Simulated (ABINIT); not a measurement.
Runs of ABINIT 10.8.3 (patched build) on In2O3. The structure is trigonal, space group R-3c (No. 167). Conventional cell: a = 5.487 Å, b = 5.487 Å, c = 14.510 Å, α = 90.00°, β = 90.00°, γ = 120.00°. In (site symmetry 3) has 6 O at 2.12 to 2.26 Å as nearest neighbours. O (site symmetry 2) is surrounded by 4 In at 2.12 to 2.26 Å. 

```tsv
level	potentials or basis	k mesh	mesh quality	gap on the mesh (eV)	pressure (GPa)	largest force (eV/Å)
LDA	JTH PAW LDA v2.0	4 × 4 × 4	not flagged	1.16	(d)	(a)
PBEsol	JTH PAW PBE v2.0	2 × 2 × 2	coarse	1.20	1.3	0.12
LDA	JTH PAW LDA v2.0	2 × 2 × 2	coarse	(c)	-4.0	(b)
PBE	JTH PAW PBE v2.0	4 × 4 × 4	not flagged	1.29	8.0	0.12
PBE	JTH PAW PBE v2.0	2 × 2 × 2	coarse	1.30	7.6	0.09
```

Alike in all rows: task single point; no spin polarisation; cell as given; cutoff (eV) 626; smearing fermi-dirac 0.05 eV.

**Question.** Estimate the missing entries.

**Answer.** (a) 0.16; (b) 0.13; (c) 1.18; (d) -3.6.

Caveats: some runs use coarse meshes; spin-orbit coupling is left out, which moves the levels of the heavy elements; the PAW data sets were made with another functional, which shifts forces and pressure a little (some runs).

A k mesh can miss the band edges, and the runs leave out spin-orbit coupling on In.
